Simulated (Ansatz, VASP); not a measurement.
Ir: VASP beside Ansatz

Contents of POSCAR:

```
Ir
1.0
    0.0000000000      1.9197000000      1.9197000000
    1.9197000000      0.0000000000      1.9197000000
    1.9197000000      1.9197000000      0.0000000000
Ir
1
Direct
    0.0000000000      0.0000000000      0.0000000000
```

File INCAR.step1:

```
  PREC = Accurate
  ENCUT = 520
  ISMEAR = 0
  SIGMA = 0.15
  LREAL = F
  LASPH = T
  NELM = 60
  NBANDS = 10
  GGA = PE
  ALGO = Normal
  EDIFF = 1E-4
  LWAVE = T
  LCHARG = F
```

The input INCAR.step2:

```
  PREC = Accurate
  ENCUT = 520
  EDIFF = 1E-6
  ISMEAR = 0
  SIGMA = 0.15
  LREAL = F
  LASPH = T
  NELM = 60
  ALGO = Normal
  ISIF = 2
  LWAVE = F
  LCHARG = F
  METAGGA = R2SCAN
  LMIXTAU = T
  NBANDS = 10
  ISTART = 1
```

File KPOINTS:

```
Automatic mesh
0
Gamma
  24 24 24
```

Input for Ansatz:

```yaml
crystal:
  lattice:
    - [0.0, 1.9197, 1.9197]
    - [1.9197, 0.0, 1.9197]
    - [1.9197, 1.9197, 0.0]
  atoms:
    - { symbol: Ir, position: [0.0, 0.0, 0.0] }
basis:
  ecutwfc: 500
kpoints:
  mp_grid: { grid: [24, 24, 24] }
hamiltonian:
  xc: r2scan
scf:
  occupations: { method: gaussian, width: 0.15 }
output:
  forces: true
  stress: true
  eigenvalues: true
  write_density: true
  write_potential: true
  elf: true
  volumetric_format: npy
```

Alike in both runs: task single point; functional r2SCAN; k mesh 24 × 24 × 24; occupations gaussian, width 0.15 eV; no spin polarisation.

```csv
,VASP,Ansatz
version,VASP 6.6.1,Ansatz 0.2.0
potentials or method,"VASP PAW PBE potentials, release 64 (Ir)","scalar-relativistic, plane waves, PAW"
plane-wave cutoff (eV),520,500
valence electrons in the cell,9,17
```

|  | VASP | Ansatz | Ansatz less VASP |
| --- | --- | --- | --- |
| gap on the k mesh at the Fermi level (eV) | none | none | - |
| pressure (GPa) | 4.1 | 1.5 | -2.54 |

A gap of «none» marks a metal or a gap that the smearing closes. With one functional, cell and mesh, what is left measures potentials, basis and numerics. The two sets of potentials don't hold the same shells in valence.

Caveats: the PAW data sets were made with another functional, which shifts forces and pressure a little (VASP). The runs have no spin-orbit coupling, so splittings on Ir are missing.
